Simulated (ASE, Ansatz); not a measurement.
**Relaxing twisted 2H-WTe2 bilayer, 38.21° (42 atoms)**

How does twisted 2H-WTe2 bilayer, 38.21° (42 atoms) relax, and what do bonds, charges and levels look like afterwards?

Program: Ansatz 0.2.0. Level of theory: Kohn-Sham DFT, PBE+D4, PAW (set soft_2), plane waves. Results are calculated unless marked as measured.

## Step 1: The structure

The cell holds 42 atoms: 14 W and 28 Te. Its edges and angles: a = 9.313 Å, b = 9.313 Å, c = 24.910 Å, α = 90.0°, β = 90.0°, γ = 120.0°. It derives from Te2W (2H-WTe2). 2H-WTe2 (a = 3.52 Å) under 2H-WTe2 (a = 3.52 Å), bilayer, commensurate cell of 7 unit cells a layer, twist 38.21 deg; facing planes 3.67 Å apart; 14 Å of vacuum; layers as built, displaced by a Gaussian of 0.01 Å. Regions: layer 1, 21 atoms (7 W and 14 Te); layer 2, 21 atoms (7 W and 14 Te). Vacuum lies along c.

Before any run, some limits are plain. Spin–orbit coupling is left out, which matters for the levels of the heavy elements.

## Step 2: Relaxation

With the cell held, the atoms are moved downhill towards a nearby minimum.

File input.yaml:

```yaml
crystal:
  lattice:
    - [9.313, 0.0, 0.0]
    - [-4.6565, 8.06529, 0.0]
    - [0.0, 0.0, 24.91]
  atoms:
    - { symbol: W, position: [0.19005, 0.23616, 0.35358] }
    - { symbol: Te, position: [0.23776, 0.04771, 0.42671] }
    - { symbol: Te, position: [0.23744, 0.0456, 0.28133] }
    - { symbol: W, position: [0.33391, 0.66781, 0.35335] }
    - { symbol: Te, position: [0.38302, 0.47679, 0.42671] }
    - { symbol: Te, position: [0.38102, 0.47673, 0.28054] }
    - { symbol: W, position: [0.47645, 0.09599, 0.35353] }
    - { symbol: Te, position: [0.52452, 0.90485, 0.42665] }
    - { symbol: Te, position: [0.52299, 0.90526, 0.28032] }
    - { symbol: W, position: [0.6176, 0.52194, 0.35383] }
    - { symbol: Te, position: [0.66339, 0.33077, 0.4266] }
    - { symbol: Te, position: [0.66639, 0.33354, 0.28119] }
    - { symbol: W, position: [0.76167, 0.9528, 0.35364] }
    - { symbol: Te, position: [0.81011, 0.76448, 0.42627] }
    - { symbol: Te, position: [0.8107, 0.76289, 0.28116] }
    - { symbol: W, position: [0.90382, 0.37901, 0.35438] }
    - { symbol: Te, position: [0.95343, 0.19169, 0.42599] }
    - { symbol: Te, position: [0.9527, 0.19208, 0.28159] }
    - { symbol: W, position: [0.04473, 0.80734, 0.35347] }
    - { symbol: Te, position: [0.0935, 0.61812, 0.42626] }
    - { symbol: Te, position: [0.09523, 0.61984, 0.28156] }
    - { symbol: W, position: [0.619, 0.09259, 0.64611] }
    - { symbol: Te, position: [0.66767, 0.33516, 0.71938] }
    - { symbol: Te, position: [0.66686, 0.33403, 0.57414] }
    - { symbol: W, position: [0.47459, 0.38148, 0.64731] }
    - { symbol: Te, position: [0.52363, 0.61952, 0.71819] }
    - { symbol: Te, position: [0.52799, 0.62159, 0.5736] }
    - { symbol: W, position: [0.18939, 0.95174, 0.64585] }
    - { symbol: Te, position: [0.23774, 0.18947, 0.71897] }
    - { symbol: Te, position: [0.24123, 0.19061, 0.57269] }
    - { symbol: W, position: [0.33376, 0.66374, 0.64618] }
    - { symbol: Te, position: [0.38064, 0.90533, 0.7189] }
    - { symbol: Te, position: [0.38161, 0.90631, 0.57442] }
    - { symbol: W, position: [0.04886, 0.23686, 0.64674] }
    - { symbol: Te, position: [0.09426, 0.47405, 0.71894] }
    - { symbol: Te, position: [0.09589, 0.47688, 0.57311] }
    - { symbol: W, position: [0.76037, 0.80689, 0.64598] }
    - { symbol: Te, position: [0.80945, 0.04953, 0.71912] }
    - { symbol: Te, position: [0.80886, 0.04705, 0.5735] }
    - { symbol: W, position: [0.90513, 0.52549, 0.64662] }
    - { symbol: Te, position: [0.95205, 0.76232, 0.71899] }
    - { symbol: Te, position: [0.95246, 0.76283, 0.57338] }
kpoints:
  mp_grid: { grid: [2, 2, 1] }
hamiltonian:
  xc: pbe
  dispersion: d4
scf:
  occupations: { method: gaussian, width: 0.05 }
output:
  forces: true
relax:
  f_tol: 0.05
  max_steps: 42
```

Command:

```console
> ansatz run input.yaml --threads 8 --pin off --max-ram 15872MiB --backend cpu --events-out ev --progress --plain --runs-dir out
```

Numbers of over 12 decimals in the logs are rounded to 6 here.

Output:

```text
Engine: ansatz 0.2.0, aarch64-unknown-linux-gnu
Pseudopotentials: kind: paw
Pseudopotential: W, paw, valence charge 14, recommended cutoff 420 eV (normal), W.paw.azcp
Pseudopotential: Te, paw, valence charge 16, recommended cutoff 420 eV (normal), Te.paw.azcp
[... 5 lines on functional and potentials left out ...]
Crystal: 42 atoms, lattice volume = 1871.041 Å³
Basis set: ecut = 420 eV, 36599 PW (Γ), exchange–correlation on 128×128×360 points (8 copies of the dense FFT grid, shifted against one another)
Bands: 387, of which v1, the nominal top of the filled ones, is band 322 counted from 1 (321 counted from 0)
Symmetry: 1 space group operations
Space group: P1 (ITA 1), of the structure as read, at distance tolerance 1.2e-4 Å
k-points: 4
[... 5 lines on functional and potentials left out ...]
Initial density: superposition of atomic densities (neutral atoms: chi_scale 0, normalization atom), corrected by the library's trained network
Initial wavefunctions: pseudopotential atomic-orbital guess
Functional: x = pbe(κ = 0.804, μ = 0.219515), c = pbe(β = 0.066725)
SCF iter   1: F=—  HF=-340849.052560 eV  |F-HF|=—  |Δ(HF+E_count)|=         —  Δρ=3.32e-3  dr2=5.17e-1  ethr=1.77e-3  ⟨swp⟩=7.8  Hψ=6321  notcnv=0  defer=6
preconditioner: auto → Resta (q_TF=auto, 2.284 Å⁻¹)  ε∞=4.3  [insulator: Δε(μ)=1.405 eV  Ē_g=7.449 eV  σ=0.050 eV  W_gap=1.00  n_scr=372 (ndim 8)  ℏωp=13.6 eV  f_vac=0.426  D(μ)=0.00/eV (n_scr^D=0)  ε∞_Penn≈4.3  vacuum switching on, ρ_ref=4.0e-3 e/Å³]
SCF iter   2: F=—  HF=-340849.077596 eV  |F-HF|=—  |Δ(HF+E_count)|=   2.50e-2  Δρ=1.95e-3  dr2=1.81e-1  ethr=8.03e-5  ⟨swp⟩=2.0  Hψ=2324  notcnv=0  defer=218
SCF iter   3: F=—  HF=-340849.081129 eV  |F-HF|=—  |Δ(HF+E_count)|=   3.53e-3  Δρ=1.30e-3  dr2=2.18e-2  ethr=2.82e-5  ⟨swp⟩=2.0  Hψ=1696  notcnv=0  defer=218
SCF iter   4: F=—  HF=-340849.099253 eV  |F-HF|=—  |Δ(HF+E_count)|=   1.81e-2  Δρ=4.95e-4  dr2=1.50e-2  ethr=3.39e-6  ⟨swp⟩=2.0  Hψ=1992  notcnv=0  defer=218
SCF iter   5: F=—  HF=-340849.098513 eV  |F-HF|=—  |Δ(HF+E_count)|=   7.39e-4  Δρ=1.17e-4  dr2=5.90e-4  ethr=2.32e-6  ⟨swp⟩=2.0  Hψ=1665  notcnv=0  defer=218
SCF iter   6: F=—  HF=-340849.098705 eV  |F-HF|=—  |Δ(HF+E_count)|=   1.92e-4  Δρ=5.14e-5  dr2=1.59e-4  ethr=9.16e-8  ⟨swp⟩=3.0  Hψ=1963  notcnv=0  defer=218
SCF iter   7: F=—  HF=-340849.098733 eV  |F-HF|=—  |Δ(HF+E_count)|=   2.78e-5  Δρ=3.31e-5  dr2=7.84e-5  ethr=2.48e-8  ⟨swp⟩=2.0  Hψ=1722  notcnv=0  defer=218
SCF iter   8: F=-340849.098720 eV  HF=-340849.098728 eV  |F-HF|=7.98e-6  |Δ(HF+E_count)|=   5.28e-6  Δρ=1.75e-5  dr2=1.51e-5  ethr=9.70e-9  ⟨swp⟩=4.0  Hψ=3600  notcnv=0
SCF 1 converged in 8 iterations: F = -340849.098720 eV  dr2 = 1.51e-5
  greatest PAW one-centre occupation: 0.999 electrons in one spin orbital (limit 2), on the W atom at site 33 (counted from 0), in its partial waves of l = 0
relax step   1: F+E_penalty+E_count = -340849.09871989 eV  Δ(F+E_penalty+E_count) = +0.000e0 eV  max|allowed force component| = 6.096e-1 eV/Å  Δτ_max = 0.0000 Å  (8 SCF iters, dr2 threshold 6.25e-5 eV, accepted)
[...]
relax step   2: F+E_penalty+E_count = -340848.38906690 eV  Δ(F+E_penalty+E_count) = +7.097e-1 eV  max|allowed force component| = 1.398e0 eV/Å  Δτ_max = 0.1851 Å  (9 SCF iters, dr2 threshold 2.32e-5 eV, rejected (line search))
[...]
relax step   3: F+E_penalty+E_count = -340849.22744077 eV  Δ(F+E_penalty+E_count) = -1.287e-1 eV  max|allowed force component| = 1.777e-2 eV/Å  Δτ_max = 0.0508 Å  (12 SCF iters, accepted)
dispersion: the relaxed geometry stands within reach of a switch of an atom's C6, across which e_disp changes (each atom's share, over what another start of this relaxation can change, counted as every distance, on this fixed cell: site 0 (W), [...]
SCF converged after 12 iterations
Free energy (F): -340849.227441 eV
Harris-Foulkes:  -340849.227441 eV  (|F-HF|=4.85e-8)
Internal energy: -340849.227441 eV  (E = F + TS)
E sigma→0 (E₀):  -340849.227441 eV
Fermi energy:    5.703007 eV
--- Per-component energies (eV) ---
  E_band       = -13352.257853
  E_kinetic    = 11387.482685
  E_local      = -471037.374116  (includes V_loc(G=0)·N_el)
  E_nonlocal   = -8656.030057
  E_hartree    = 236819.026503
  E_xc         = -7222.935003
  E_vxc        = -6268.115562  (∫ρ·V_xc dr)
  E_paw        = -250438.635401  (= ΣΔE_a)
  E_vpaw       = -12416.284847  (= ΣTr[D̂ρ^β])
  E_aug_tail   = -0.005504  (compensation charges beyond the density's cutoff)
  E_ewald      = 148320.072966
  E_disp       = -20.829513  (pairwise vdW)
  E_smearing   = -0.000000  (= −TS)
  E_closure    = 0.000000  (closes the sum)
  Σ components = -340849.227441   (vs F -340849.227441, Δ=0.00e0)
--- Forces (eV/Å), atoms counted from 1 ---
  atom   1  W      0.01124283    -0.00417474     0.00236606
  atom   2  Te     0.00114904     0.00157244     0.00638295
  atom   3  Te    -0.00128745     0.00251656    -0.00773802
  atom   4  W      0.00501868    -0.00075437     0.00260986
  atom   5  Te    -0.00382183    -0.00237995     0.00356882
  atom   6  Te     0.00562787     0.00209849     0.00073227
  atom   7  W     -0.00404385     0.00530409     0.00221944
  atom   8  Te    -0.00526584     0.00663660    -0.00428144
  atom   9  Te    -0.00226168    -0.00061851     0.00459177
  atom  10  W     -0.00556854     0.01289345     0.00239845
  atom  11  Te     0.00103299     0.00149501    -0.00438128
  atom  12  Te     0.00500731     0.00033259    -0.00977010
  atom  13  W     -0.00732802     0.00461059     0.00071553
  atom  14  Te     0.00790020    -0.00880990     0.00494681
[...]
atom  41  Te     0.00191867     0.00592129    -0.00122199
  atom  42  Te    -0.00487912     0.00251983    -0.01361451
  max |Σ_I F_I| component: 8.20e-5 eV/Å
--- Relaxed structure (3 steps of the walk, 2 accepted, 0 SCFs on fresh bases) ---
  F+E_penalty+E_count = -340849.22744077 eV   max|allowed force component| = 1.777e-2 eV/Å
  atoms:
    - { symbol: W, position: [0.189965, 0.236817, 0.354536] }
    - { symbol: Te, position: [0.237252, 0.045781, 0.427721] }
    - { symbol: Te, position: [0.237519, 0.046759, 0.281491] }
    - { symbol: W, position: [0.333084, 0.666706, 0.354929] }
[...]
- { symbol: Te, position: [0.954381, 0.762358, 0.572324] }
```

Run time: 1.9 min. Hardware: 8 threads of Arm Neoverse V1, shared host; peak memory 11 GiB.

Notices of the run: relaxed geometry near dispersion switch.

Relaxation path:

| step | energy less that of the first step (eV) | largest force component (eV/Å) |
| --- | --- | --- |
| 1 | 0.0000 | 0.6096 |
| 2 | 0.7097 | 1.3978 |
| 3 | -0.1287 | 0.0178 |

Relaxation step 2 was tried and not accepted.

The atoms that moved most (Å):

```
atom      dx      dy      dz  length
Te33  -0.012  -0.009  -0.049   0.051
 W25   0.006   0.001  -0.044   0.045
Te17   0.004   0.000   0.044   0.044
Te14  -0.011  -0.017   0.037   0.042
  W4  -0.003  -0.009   0.039   0.040
Te20  -0.002   0.019   0.035   0.040
Te30  -0.037   0.009  -0.011   0.039
 Te5  -0.023  -0.020   0.024   0.039
```

The relaxation changed the energy by -3.06 meV/atom, and atoms moved by 0.03 Å r.m.s., 0.051 Å at most.

## Step 3: Structure statistics after relaxation

Normalised to the volume that the atoms fill. g(r), total and by pair (bins of 0.1 Å):

```csv
r (Å),total,Te-Te,Te-W,W-W
2.65,0.00,0.00,0.00,0.00
2.75,9.88,0.00,22.20,0.00
2.85,0.00,0.00,0.00,0.00
2.95,0.00,0.00,0.00,0.00
3.05,0.00,0.00,0.00,0.00
3.15,0.00,0.00,0.00,0.00
3.25,0.00,0.00,0.00,0.00
3.35,0.00,0.00,0.00,0.00
3.45,0.43,0.98,0.00,0.00
3.55,8.57,12.60,0.00,26.60
3.65,0.86,1.94,0.00,0.00
3.75,0.00,0.00,0.00,0.00
3.85,0.35,0.79,0.00,0.00
3.95,0.00,0.00,0.00,0.00
4.05,0.00,0.00,0.00,0.00
4.15,0.00,0.00,0.00,0.00
4.25,0.29,0.65,0.00,0.00
4.35,0.00,0.00,0.00,0.00
4.45,3.97,0.59,8.34,0.00
4.55,0.00,0.00,0.00,0.00
4.65,0.00,0.00,0.00,0.00
4.75,0.00,0.00,0.00,0.00
4.85,0.00,0.00,0.00,0.00
4.95,0.00,0.00,0.00,0.00
5.05,3.27,7.35,0.00,0.00
5.15,0.00,0.00,0.00,0.00
5.25,0.00,0.00,0.00,0.00
5.35,0.18,0.41,0.00,0.00
5.45,0.17,0.00,0.39,0.00
5.55,0.00,0.00,0.00,0.00
5.65,4.72,0.00,10.60,0.00
5.75,0.16,0.00,0.35,0.00
5.85,0.31,0.34,0.35,0.00
5.95,0.20,0.44,0.00,0.00
6.05,2.04,3.09,0.53,3.84
6.15,1.30,1.57,0.10,5.03
6.25,0.14,0.00,0.30,0.00
6.35,0.26,0.00,0.58,0.00
6.45,0.13,0.29,0.00,0.00
6.55,0.00,0.00,0.00,0.00
6.65,0.12,0.00,0.27,0.00
6.75,0.11,0.00,0.26,0.00
6.85,0.56,0.51,0.75,0.00
6.95,0.00,0.00,0.00,0.00
```

Bonds by pair of elements; cutoffs follow the first minimum of g(r), held within bounds set by covalent radii, and pairs that aren't listed don't count as bonded:

| pair A-B | cutoff (Å) | bonds | mean length (Å) | spread (Å) | shortest (Å) | B about A | A about B |
| --- | --- | --- | --- | --- | --- | --- | --- |
| Te-W | 3.12 | 84 | 2.73 | 0.003 | 2.72 | 3 | 6 |

How many atoms have how many bonded neighbours:

| element | mean | 3 | 6 |
| --- | --- | --- | --- |
| Te | 3 | 28 | 0 |
| W | 6 | 0 | 14 |

Bond angles, per cent of each kind in bins of 5°:

```
angle (°)  Te-W-Te  W-Te-W
    75–80      4.3    13.1
    80–85     55.7    86.9
    85–90      0.0     0.0
    90–95      0.0     0.0
   95–100      0.0     0.0
  100–105      0.0     0.0
  105–110      0.0     0.0
  110–115      0.0     0.0
  115–120      0.0     0.0
  120–125      0.0     0.0
  125–130      0.0     0.0
  130–135      0.0     0.0
  135–140     40.0     0.0
```

Bond angles (no mean is given where the spread exceeds 20°):

```
  angle  count  mean (°)  spread (°)
Te-W-Te    210         -           -
 W-Te-W     84      80.4         0.4
```

For some of the pairs, g(r) has its first main peak near 3.54 Å (Te-Te), 2.73 Å (Te-W) and 3.52 Å (W-W). Counting bonds as in the table, all Te atoms have 3 and all W atoms have 6 bonded neighbours.

(Continued in part 2 of 2.)

[Logs are printed without paths, hosts, clocks, repeated set-up lines and the standing remarks that a program may print on its own settings, such as how far it seeks lower states.]

[Hosts, paths, dates, database ids (printed as entryN), source tags and the programs' standing remarks are cut or masked in the printed files.]
